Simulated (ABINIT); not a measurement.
# Converging GW for BN (P6_3mc) in ABINIT, part 2 of 2

Aim: raise bands and screening cutoff together for BN (P6_3mc) and follow gap and time.

ABINIT 10.8.3; PBE and many-body steps on it, plane waves. Known limits of the many-body steps: not at the basis limit; coarse k mesh.

So far. Step 3 (Screening, 6×6×4 mesh, 82 bands, screening to 149.7 eV): Local fields lower ε∞ by 7 %. On a Γ-centred mesh this coarse the value itself is usually too large, while a short band sum pulls it down. Step 4 (82 bands, 149.7 eV): The gap on the mesh goes from 5.28 eV to 6.64 eV, a correction of +1.36 eV.

The database entry behind the starting cell has ideal inner coordinates that were not refined, so it need not match the best structure at ambient conditions.

## 6. 125 bands, 203.5 eV

This step: G0W0 on PBE, plane waves, norm-conserving pseudopotentials.

Input file run.abi:

```
acell 3*1.0 Angstrom
rprim 
  2.536000000002 -0.000000000000 0.000000000000
  -1.268000000000 2.196240423999 0.000000000000
  0.000000000000 0.000000000000 4.199000000000
ntypat 2
znucl 5 7
natom 4
typat 1 1 2 2
xred 
  0.666666666667 0.333333333333 0.000000000000
  0.333333333333 0.666666666667 0.500000000000
  0.666666666667 0.333333333333 0.375000000000
  0.333333333333 0.666666666667 0.875000000000
pp_dirpath "pseudos"
pseudos "B.upf, N.upf"
ecut 36
ngkpt 6 6 4
nshiftk 1
shiftk 0 0 0
kptopt 1
chksymbreak 0
istwfk *1
occopt 1
irdwfk 1
optdriver 4
nband 125
gwcalctyp 0
ecutsigx 36
symsigma 1
nkptgw 6
kptgw 
  0.0000000000 0.0000000000 0.0000000000
  0.3333333333 0.3333333333 0.0000000000
  0.1666666667 0.0000000000 0.0000000000
  0.5000000000 0.0000000000 0.0000000000
  0.0000000000 0.0000000000 0.5000000000
  0.5000000000 0.0000000000 0.5000000000
bdgw 
  7 10
  7 11
  7 10
  7 10
  5 10
  7 10
ecuteps 7.48
irdscr 1
ppmodel 1
indata_prefix "in"
outdata_prefix "out"
tmpdata_prefix "tmp"
```

On the command line:

```sh
OMP_NUM_THREADS=1 mpirun -n 4 abinit run.abi > log
```

What it wrote:

```text
.Version 10.8.3 of ABINIT. v10.8.2 released Aug 2026.

 Symmetries : space group P6_3 m c (#186); Bravais hP (primitive hexag.)
[... echo of the input left out ...]
== DATASET  1 ==================================================================
-   mpi_nproc: 4, omp_nthreads: 1 (-1 if OMP is not activated)

--- !DatasetInfo
iteration_state: {dtset: 1, }
dimensions: {natom: 4, nkpt: 21, mband: 125, nsppol: 1, nspinor: 1, nspden: 1, mpw: 1677, }
cutoff_energies: {ecut:  36.0, pawecutdg:  -1.0, }
electrons: {nelect:   1.60000000E+01, charge:   0.00000000E+00, occopt:   1.00000000E+00, tsmear:   1.00000000E-02, }

 SIGMA: Calculation of the GW corrections

 Based on a program developped by R.W. Godby, V. Olevano, G. Onida, and L. Reining.
 Incorporated in ABINIT by V. Olevano, G.-M. Rignanese, and M. Torrent.
.Using double precision arithmetic ; gwpc =  8

[... cell and pseudopotentials left out ...]
--------------------------------------------------------------------------------

 ==== K-mesh for the wavefunctions ====
 Number of points in the irreducible wedge :    21
[... list of points left out ...]
 Together with 12 symmetry operations and time-reversal symmetry
 yields   144 points in the full Brillouin Zone.

 ==== Q-mesh for screening function ====
 Number of points in the irreducible wedge :    21
[... list of points left out ...]
 Together with 12 symmetry operations and time-reversal symmetry
 yields   144 points in the full Brillouin Zone.

 vcoul_init : cutoff-mode = AUXILIARY_FUNCTION
 q-points for optical limit:   1
     1)      0.000010    0.000020    0.000030
 setmesh: FFT mesh size selected  =    27x   27x   48
          total number of points  =        34992

 Number of electrons calculated from density =   16.0000; Expected =   16.0000
[...]
--- !SelfEnergy_ee
iteration_state: {dtset: 1, }
kpoint     : [   0.333,    0.333,    0.000, ]
spin       : 1
KS_gap     :   10.725
QP_gap     :   12.801
Delta_QP_KS:    2.077
data: !SigmaeeData |
     Band     E0 <VxcDFT>   SigX SigC(E0)      Z dSigC/dE  Sig(E)    E-E0       E
[...]
--- !SelfEnergy_ee
iteration_state: {dtset: 1, }
kpoint     : [   0.167,    0.000,    0.000, ]
spin       : 1
KS_gap     :    8.451
QP_gap     :   10.247
Delta_QP_KS:    1.796
data: !SigmaeeData |
     Band     E0 <VxcDFT>   SigX SigC(E0)      Z dSigC/dE  Sig(E)    E-E0       E
[...]
--- !SelfEnergy_ee
iteration_state: {dtset: 1, }
kpoint     : [   0.500,    0.000,    0.000, ]
spin       : 1
KS_gap     :    9.005
QP_gap     :   10.726
Delta_QP_KS:    1.720
data: !SigmaeeData |
     Band     E0 <VxcDFT>   SigX SigC(E0)      Z dSigC/dE  Sig(E)    E-E0       E
[...]
--- !SelfEnergy_ee
iteration_state: {dtset: 1, }
kpoint     : [   0.000,    0.000,    0.500, ]
spin       : 1
KS_gap     :   10.859
QP_gap     :   12.811
Delta_QP_KS:    1.952
data: !SigmaeeData |
     Band     E0 <VxcDFT>   SigX SigC(E0)      Z dSigC/dE  Sig(E)    E-E0       E
[...]
--- !SelfEnergy_ee
iteration_state: {dtset: 1, }
kpoint     : [   0.500,    0.000,    0.500, ]
spin       : 1
KS_gap     :   10.305
QP_gap     :   12.258
Delta_QP_KS:    1.953
data: !SigmaeeData |
     Band     E0 <VxcDFT>   SigX SigC(E0)      Z dSigC/dE  Sig(E)    E-E0       E
[...]
9  15.218 -13.150  -7.406  -4.817   0.849  -0.177 -12.362   0.788  16.005
       10  15.218 -13.150  -7.406  -4.817   0.849  -0.177 -12.362   0.788  16.005

== END DATASET(S) ==============================================================
================================================================================

 -outvars: echo values of variables after computation  --------
           etotal      0.0000000000E+00
            nband         125
             nkpt          21
          spgroup         186
 [... the other variables as echoed above ...]

 Calculation completed.
```

Elapsed: 35 s, on 4 MPI ranks of Arm Neoverse V1, shared host; peak memory 0.87 GiB; 2.3 min of CPU time.

Numbers from this step:

```
G0W0 gap on the mesh                         : 6.753 eV
starting gap on the mesh                     : 5.280 eV
k of the valence top                         : 0, 0, 0
k of the conduction bottom                   : 0.3333, 0.3333, 0
Z at the valence top                         : 0.828
Z at the conduction bottom                   : 0.859
least direct G0W0 gap on the computed points : 10.25 eV
```

Against G0W0 in ABINIT (6×6×4 mesh, 82 bands, screening to 149.7 eV, Godby-Needs plasmon pole), the gap moves by +0.113 eV.

## 7. Screening, 6×6×4 mesh, 187 bands, screening to 269.4 eV

This step: RPA screening on PBE, plane waves, norm-conserving pseudopotentials.

Input file run.abi:

```
acell 3*1.0 Angstrom
rprim 
  2.536000000002 -0.000000000000 0.000000000000
  -1.268000000000 2.196240423999 0.000000000000
  0.000000000000 0.000000000000 4.199000000000
ntypat 2
znucl 5 7
natom 4
typat 1 1 2 2
xred 
  0.666666666667 0.333333333333 0.000000000000
  0.333333333333 0.666666666667 0.500000000000
  0.666666666667 0.333333333333 0.375000000000
  0.333333333333 0.666666666667 0.875000000000
pp_dirpath "pseudos"
pseudos "B.upf, N.upf"
ecut 36
ngkpt 6 6 4
nshiftk 1
shiftk 0 0 0
kptopt 1
chksymbreak 0
istwfk *1
occopt 1
irdwfk 1
optdriver 3
nband 187
ecuteps 9.9
inclvkb 2
awtr 1
symchi 1
indata_prefix "in"
outdata_prefix "out"
tmpdata_prefix "tmp"
```

What it wrote:

```text
.Version 10.8.3 of ABINIT. v10.8.2 released Aug 2026.

 Symmetries : space group P6_3 m c (#186); Bravais hP (primitive hexag.)
[... echo of the input left out ...]
== DATASET  1 ==================================================================
-   mpi_nproc: 4, omp_nthreads: 1 (-1 if OMP is not activated)

--- !DatasetInfo
iteration_state: {dtset: 1, }
dimensions: {natom: 4, nkpt: 21, mband: 187, nsppol: 1, nspinor: 1, nspden: 1, mpw: 1677, }
cutoff_energies: {ecut:  36.0, pawecutdg:  -1.0, }
[...]
--------------------------------------------------------------------------------
[... chi0 elements left out ...]
 For q-point:  0.000010 0.000020 0.000030
  dielectric constant =   4.3397
  dielectric constant without local fields =   4.6895

  Average fulfillment of the sum rule on Im[epsilon] for q-point    1 :     94.73  [%]
[... wings left out ...]
  q-point number  2        q = ( 0.166667, 0.000000, 0.000000) [r.l.u.]
--------------------------------------------------------------------------------
[... chi0 elements left out ...]
  Average fulfillment of the sum rule on Im[epsilon] for q-point    2 :     98.24  [%]

 [... 19 further q-points ...]
```

Wall time 3 min (4 MPI ranks); peak memory 1.2 GiB; 12 min of CPU time.

Numbers from this step:

| Property | Result |
| --- | --- |
| ε∞ with local fields, on this mesh, along the program's q direction | 4.340 |
| the same without local fields | 4.689 |
| plasma frequency | 30.71 eV |
| plane waves in the screening matrix | 245 |

## 8. 187 bands, 269.4 eV

This step: G0W0 on PBE, plane waves, norm-conserving pseudopotentials.

run.abi: that of step 7 with these lines changed.

```diff
@@ -25,8 +25,25 @@
 irdwfk 1
-optdriver 3
+optdriver 4
 nband 187
+gwcalctyp 0
+ecutsigx 36
+symsigma 1
+nkptgw 6
+kptgw 
+  0.0000000000 0.0000000000 0.0000000000
+  0.3333333333 0.3333333333 0.0000000000
+  0.1666666667 0.0000000000 0.0000000000
+  0.5000000000 0.0000000000 0.0000000000
+  0.0000000000 0.0000000000 0.5000000000
+  0.5000000000 0.0000000000 0.5000000000
+bdgw 
+  7 10
+  7 11
+  7 10
+  7 10
+  5 10
+  7 10
 ecuteps 9.9
-inclvkb 2
-awtr 1
-symchi 1
+irdscr 1
+ppmodel 1
 indata_prefix "in"
```

What it wrote:

```text
.Version 10.8.3 of ABINIT. v10.8.2 released Aug 2026.

 Symmetries : space group P6_3 m c (#186); Bravais hP (primitive hexag.)
[... echo of the input left out ...]
== DATASET  1 ==================================================================
-   mpi_nproc: 4, omp_nthreads: 1 (-1 if OMP is not activated)

--- !DatasetInfo
iteration_state: {dtset: 1, }
dimensions: {natom: 4, nkpt: 21, mband: 187, nsppol: 1, nspinor: 1, nspden: 1, mpw: 1677, }
cutoff_energies: {ecut:  36.0, pawecutdg:  -1.0, }
[...]
Band     E0 <VxcDFT>   SigX SigC(E0)      Z dSigC/dE  Sig(E)    E-E0       E
[...]
9  15.218 -13.150  -7.406  -4.905   0.849  -0.178 -12.438   0.712  15.929
       10  15.218 -13.150  -7.406  -4.905   0.849  -0.178 -12.438   0.712  15.930

== END DATASET(S) ==============================================================
================================================================================

 -outvars: echo values of variables after computation  --------
           etotal      0.0000000000E+00
            nband         187
             nkpt          21
          spgroup         186
 [... the other variables as echoed above ...]

 Calculation completed.
```

The job ended after 2.1 min (4 MPI ranks; peak memory 1.4 GiB).

This step gave:

- G0W0 gap on the mesh: 6.844 eV
- starting gap on the mesh: 5.280 eV
- k of the valence top: 0, 0, 0
- k of the conduction bottom: 0.3333, 0.3333, 0
- least direct G0W0 gap on the computed points: 10.31 eV

Against G0W0 in ABINIT (6×6×4 mesh, 125 bands, screening to 203.5 eV, Godby-Needs plasmon pole), the gap moves by +0.091 eV.

## 9. Screening, 6×6×4 mesh, 283 bands, screening to 359.2 eV

This step: RPA screening on PBE, plane waves, norm-conserving pseudopotentials.

Input file run.abi:

```
acell 3*1.0 Angstrom
rprim 
  2.536000000002 -0.000000000000 0.000000000000
  -1.268000000000 2.196240423999 0.000000000000
  0.000000000000 0.000000000000 4.199000000000
ntypat 2
znucl 5 7
natom 4
typat 1 1 2 2
xred 
  0.666666666667 0.333333333333 0.000000000000
  0.333333333333 0.666666666667 0.500000000000
  0.666666666667 0.333333333333 0.375000000000
  0.333333333333 0.666666666667 0.875000000000
pp_dirpath "pseudos"
pseudos "B.upf, N.upf"
ecut 36
ngkpt 6 6 4
nshiftk 1
shiftk 0 0 0
kptopt 1
chksymbreak 0
istwfk *1
occopt 1
irdwfk 1
optdriver 3
nband 283
ecuteps 13.2
inclvkb 2
awtr 1
symchi 1
indata_prefix "in"
outdata_prefix "out"
tmpdata_prefix "tmp"
```

What it wrote:

```text
.Version 10.8.3 of ABINIT. v10.8.2 released Aug 2026.

 Symmetries : space group P6_3 m c (#186); Bravais hP (primitive hexag.)
[... echo of the input left out ...]
== DATASET  1 ==================================================================
-   mpi_nproc: 4, omp_nthreads: 1 (-1 if OMP is not activated)

--- !DatasetInfo
iteration_state: {dtset: 1, }
dimensions: {natom: 4, nkpt: 21, mband: 283, nsppol: 1, nspinor: 1, nspden: 1, mpw: 1677, }
cutoff_energies: {ecut:  36.0, pawecutdg:  -1.0, }
[...]
--------------------------------------------------------------------------------
[... chi0 elements left out ...]
 For q-point:  0.000010 0.000020 0.000030
  dielectric constant =   4.3376
  dielectric constant without local fields =   4.6897

  Average fulfillment of the sum rule on Im[epsilon] for q-point    1 :     97.77  [%]
[... wings left out ...]
  q-point number  2        q = ( 0.166667, 0.000000, 0.000000) [r.l.u.]
--------------------------------------------------------------------------------
[... chi0 elements left out ...]
  Average fulfillment of the sum rule on Im[epsilon] for q-point    2 :     99.83  [%]

 [... 19 further q-points ...]
```

Elapsed: 6.9 min, on 4 MPI ranks; peak memory 1.7 GiB.

Numbers from this step:

```yaml
eps_infinity_with_local_fields_on_this_mesh_along_the_program_s_q_direction: 4.338
the_same_without_local_fields: 4.690
plasma_frequency: 30.71 eV
plane_waves_in_the_screening_matrix: 373
```

## 10. 283 bands, 359.2 eV

This step: G0W0 on PBE, plane waves, norm-conserving pseudopotentials.

run.abi: that of step 9 with these lines changed.

```diff
@@ -25,8 +25,25 @@
 irdwfk 1
-optdriver 3
+optdriver 4
 nband 283
+gwcalctyp 0
+ecutsigx 36
+symsigma 1
+nkptgw 6
+kptgw 
+  0.0000000000 0.0000000000 0.0000000000
+  0.3333333333 0.3333333333 0.0000000000
+  0.1666666667 0.0000000000 0.0000000000
+  0.5000000000 0.0000000000 0.0000000000
+  0.0000000000 0.0000000000 0.5000000000
+  0.5000000000 0.0000000000 0.5000000000
+bdgw 
+  7 10
+  7 11
+  7 10
+  7 10
+  5 10
+  7 10
 ecuteps 13.2
-inclvkb 2
-awtr 1
-symchi 1
+irdscr 1
+ppmodel 1
 indata_prefix "in"
```

What it wrote:

```text
.Version 10.8.3 of ABINIT. v10.8.2 released Aug 2026.

 Symmetries : space group P6_3 m c (#186); Bravais hP (primitive hexag.)
[... echo of the input left out ...]
== DATASET  1 ==================================================================
-   mpi_nproc: 4, omp_nthreads: 1 (-1 if OMP is not activated)

--- !DatasetInfo
iteration_state: {dtset: 1, }
dimensions: {natom: 4, nkpt: 21, mband: 283, nsppol: 1, nspinor: 1, nspden: 1, mpw: 1677, }
cutoff_energies: {ecut:  36.0, pawecutdg:  -1.0, }
[...]
Band     E0 <VxcDFT>   SigX SigC(E0)      Z dSigC/dE  Sig(E)    E-E0       E
[...]
9  15.218 -13.150  -7.406  -4.964   0.849  -0.178 -12.488   0.662  15.879
       10  15.218 -13.150  -7.406  -4.964   0.849  -0.178 -12.488   0.662  15.879

== END DATASET(S) ==============================================================
================================================================================

 -outvars: echo values of variables after computation  --------
           etotal      0.0000000000E+00
            nband         283
             nkpt          21
          spgroup         186
 [... the other variables as echoed above ...]

 Calculation completed.
```

Wall time 7 min (4 MPI ranks); peak memory 2.2 GiB; 28 min of CPU time.

Numbers from this step:

```yaml
g0w0_gap_on_the_mesh: 6.907 eV
starting_gap_on_the_mesh: 5.280 eV
k_of_the_valence_top: 0, 0, 0
k_of_the_conduction_bottom: 0.3333, 0.3333, 0
least_direct_g0w0_gap_on_the_computed_points: 10.35 eV
```

Against G0W0 in ABINIT (6×6×4 mesh, 187 bands, screening to 269.4 eV, Godby-Needs plasmon pole), the gap moves by +0.063 eV.

## 11. Screening, 6×6×4 mesh, 417 bands, screening to 466.9 eV

This step: RPA screening on PBE, plane waves, norm-conserving pseudopotentials.

Input file run.abi:

```
acell 3*1.0 Angstrom
rprim 
  2.536000000002 -0.000000000000 0.000000000000
  -1.268000000000 2.196240423999 0.000000000000
  0.000000000000 0.000000000000 4.199000000000
ntypat 2
znucl 5 7
natom 4
typat 1 1 2 2
xred 
  0.666666666667 0.333333333333 0.000000000000
  0.333333333333 0.666666666667 0.500000000000
  0.666666666667 0.333333333333 0.375000000000
  0.333333333333 0.666666666667 0.875000000000
pp_dirpath "pseudos"
pseudos "B.upf, N.upf"
ecut 36
ngkpt 6 6 4
nshiftk 1
shiftk 0 0 0
kptopt 1
chksymbreak 0
istwfk *1
occopt 1
irdwfk 1
optdriver 3
nband 417
ecuteps 17.16
inclvkb 2
awtr 1
symchi 1
indata_prefix "in"
outdata_prefix "out"
tmpdata_prefix "tmp"
```

What it wrote:

```text
.Version 10.8.3 of ABINIT. v10.8.2 released Aug 2026.

 Symmetries : space group P6_3 m c (#186); Bravais hP (primitive hexag.)
[... echo of the input left out ...]
== DATASET  1 ==================================================================
-   mpi_nproc: 4, omp_nthreads: 1 (-1 if OMP is not activated)

--- !DatasetInfo
iteration_state: {dtset: 1, }
dimensions: {natom: 4, nkpt: 21, mband: 417, nsppol: 1, nspinor: 1, nspden: 1, mpw: 1677, }
cutoff_energies: {ecut:  36.0, pawecutdg:  -1.0, }
[...]
--------------------------------------------------------------------------------
[... chi0 elements left out ...]
 For q-point:  0.000010 0.000020 0.000030
  dielectric constant =   4.3359
  dielectric constant without local fields =   4.6897

  Average fulfillment of the sum rule on Im[epsilon] for q-point    1 :     99.52  [%]
[... wings left out ...]
  q-point number  2        q = ( 0.166667, 0.000000, 0.000000) [r.l.u.]
--------------------------------------------------------------------------------
[... chi0 elements left out ...]
  Average fulfillment of the sum rule on Im[epsilon] for q-point    2 :    100.75  [%]

 [... 19 further q-points ...]
```

Elapsed: 19 min, on 4 MPI ranks; peak memory 2.9 GiB; 74 min of CPU time.

Numbers from this step:

| Property | Result |
| --- | --- |
| ε∞ with local fields, on this mesh, along the program's q direction | 4.336 |
| the same without local fields | 4.690 |
| plasma frequency | 30.71 eV |
| plane waves in the screening matrix | 549 |

## 12. 417 bands, 466.9 eV

This step: G0W0 on PBE, plane waves, norm-conserving pseudopotentials.

run.abi: that of step 11 with these lines changed.

```diff
@@ -25,8 +25,25 @@
 irdwfk 1
-optdriver 3
+optdriver 4
 nband 417
+gwcalctyp 0
+ecutsigx 36
+symsigma 1
+nkptgw 6
+kptgw 
+  0.0000000000 0.0000000000 0.0000000000
+  0.3333333333 0.3333333333 0.0000000000
+  0.1666666667 0.0000000000 0.0000000000
+  0.5000000000 0.0000000000 0.0000000000
+  0.0000000000 0.0000000000 0.5000000000
+  0.5000000000 0.0000000000 0.5000000000
+bdgw 
+  7 10
+  7 11
+  7 10
+  7 10
+  5 10
+  7 10
 ecuteps 17.16
-inclvkb 2
-awtr 1
-symchi 1
+irdscr 1
+ppmodel 1
 indata_prefix "in"
```

What it wrote:

```text
.Version 10.8.3 of ABINIT. v10.8.2 released Aug 2026.

 Symmetries : space group P6_3 m c (#186); Bravais hP (primitive hexag.)
[... echo of the input left out ...]
== DATASET  1 ==================================================================
-   mpi_nproc: 4, omp_nthreads: 1 (-1 if OMP is not activated)

--- !DatasetInfo
iteration_state: {dtset: 1, }
dimensions: {natom: 4, nkpt: 21, mband: 417, nsppol: 1, nspinor: 1, nspden: 1, mpw: 1677, }
cutoff_energies: {ecut:  36.0, pawecutdg:  -1.0, }
[...]
Band     E0 <VxcDFT>   SigX SigC(E0)      Z dSigC/dE  Sig(E)    E-E0       E
[...]
9  15.218 -13.150  -7.406  -4.997   0.848  -0.179 -12.517   0.633  15.851
       10  15.218 -13.150  -7.406  -4.997   0.848  -0.179 -12.517   0.633  15.851

== END DATASET(S) ==============================================================
================================================================================

 -outvars: echo values of variables after computation  --------
           etotal      0.0000000000E+00
            nband         417
             nkpt          21
          spgroup         186
 [... the other variables as echoed above ...]

 Calculation completed.
```

It took 22 min on 4 MPI ranks; peak memory 3.9 GiB; 88 min of CPU time.

This step gave:

```
G0W0 gap on the mesh                         : 6.946 eV
starting gap on the mesh                     : 5.280 eV
k of the valence top                         : 0, 0, 0
k of the conduction bottom                   : 0.3333, 0.3333, 0
least direct G0W0 gap on the computed points : 10.38 eV
```

Against G0W0 in ABINIT (6×6×4 mesh, 283 bands, screening to 359.2 eV, Godby-Needs plasmon pole), the gap moves by +0.039 eV.

## 13. Side by side

Times are wall times on 4 MPI ranks of Arm Neoverse V1, shared host, good to a factor of about two. A run's time includes the screening step that it read.

```
                run   mesh  bands  screening cutoff (eV)  DFT gap (eV)  gap on the mesh (eV)  direct (eV)  ε∞ used     time
 82 bands, 149.7 eV  6×6×4     82                  149.7         5.280                 6.640       10.182     4.36     44 s
125 bands, 203.5 eV  6×6×4    125                  203.5         5.280                 6.753       10.247     4.35  1.7 min
187 bands, 269.4 eV  6×6×4    187                  269.4         5.280                 6.844       10.309     4.34  5.1 min
283 bands, 359.2 eV  6×6×4    283                  359.2         5.280                 6.907       10.353     4.34   14 min
417 bands, 466.9 eV  6×6×4    417                  466.9         5.280                 6.946       10.381     4.34   41 min
```

## 14. Results

```
82 bands, 149.7 eV  : 6.640 eV
125 bands, 203.5 eV : 6.753 eV
187 bands, 269.4 eV : 6.844 eV
283 bands, 359.2 eV : 6.907 eV
417 bands, 466.9 eV : 6.946 eV
known limits        : not at the basis limit; coarse k mesh
```

**Reading.** From the first rung to the last the gap moves by +0.31 eV for 55 times the time. The 6×6×4 mesh is coarse for this cell, which bears on the long-range parts of exchange and screening.

[Paths, hosts, dates, memory and timing lines, banners, echoed tables and standing remarks are left out of the program output.]

[Logs are printed without paths, hosts, clocks, repeated set-up lines and the standing remarks that a program may print on its own settings, such as how far it seeks lower states.]

[Runs of the session that timed out or met a known fault of the program may be left out.]

[Hosts, paths, dates, database ids (printed as entryN), source tags and the programs' standing remarks are cut or masked in the printed files.]

[G0W0 gaps are taken among the corrected bands and points alone; a level outside them can change the order at an edge.]

[Where Ansatz stands beside ABINIT at settings called matched, ABINIT's density can come from a denser mesh and the files from another edition; pairs whose starting gaps differed by over 0.03 eV were left out, so agreement reads better than it is.]
